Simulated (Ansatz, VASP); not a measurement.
**One calculation of Sb, two programs**

Contents of INCAR:

```
  PREC = Accurate
  ENCUT = 520
  EDIFF = 1E-6
  ISMEAR = 0
  SIGMA = 0.1
  LREAL = F
  LASPH = T
  NELM = 60
  ALGO = Normal
  ISIF = 2
  LWAVE = F
  LCHARG = F
  GGA = PE
  NBANDS = 8
```

Contents of KPOINTS:

```
regular mesh
0
Gamma
  14 14 14
```

Contents of POSCAR:

```
Sb
1.0
    3.1104611990      0.0000000000      0.0000000000
    0.0000000000      3.1104611990      0.0000000000
    0.0000000000      0.0000000000      3.1104611990
Sb
1
Direct
    0.0000000000      0.0000000000      0.0000000000
```

Input for Ansatz:

```yaml
crystal:
  lattice:
    - [3.110461199, 0.0, 0.0]
    - [0.0, 3.110461199, 0.0]
    - [0.0, 0.0, 3.110461199]
  atoms:
    - { symbol: Sb, position: [0.0, 0.0, 0.0] }
basis:
  ecutwfc: 420
kpoints:
  mp_grid: { grid: [14, 14, 14] }
  band_path:
    path:
      - [[0.0, 0.0, 0.0], [0.0, 0.5, 0.0], [0.5, 0.5, 0.0], [0.0, 0.0, 0.0], [0.5, 0.5, 0.5], [0.0, 0.5, 0.0]]
      - [[0.5, 0.5, 0.5], [0.5, 0.5, 0.0]]
    npoints: 14
hamiltonian:
  xc: pbe
scf:
  occupations: { method: gaussian, width: 0.1 }
  n_extra_bands: 6
output:
  forces: true
  stress: true
  eigenvalues: true
  populations: true
  dos: { projected: true, de: 0.02, nscf_kmesh: { grid: [21, 21, 21] } }
  bader: true
  write_density: true
  write_potential: true
  elf: true
  volumetric_format: npy
```

This isn't the form of Sb at room conditions, which is rhombohedral.

Alike in both runs: task single point; functional PBE; k mesh 14 × 14 × 14; occupations gaussian, width 0.1 eV; no spin polarisation.

|  | VASP | Ansatz |
| --- | --- | --- |
| version | VASP 6.6.1 | Ansatz 0.2.0 |
| potentials or method | VASP PAW PBE potentials, release 64 (Sb) | scalar-relativistic, plane waves, PAW |
| plane-wave cutoff (eV) | 520 | 420 |
| valence electrons in the cell | 5 | 15 |

|  | VASP | Ansatz | Ansatz less VASP |
| --- | --- | --- | --- |
| gap on the k mesh at the Fermi level (eV) | none | none | - |
| pressure (GPa) | 0.0 | 0.0 | +0.03 |

A gap of «none» marks a metal or a gap that the smearing closes. The two sets of potentials don't hold the same shells in valence.

The runs have no spin-orbit coupling, so splittings on Sb are missing.
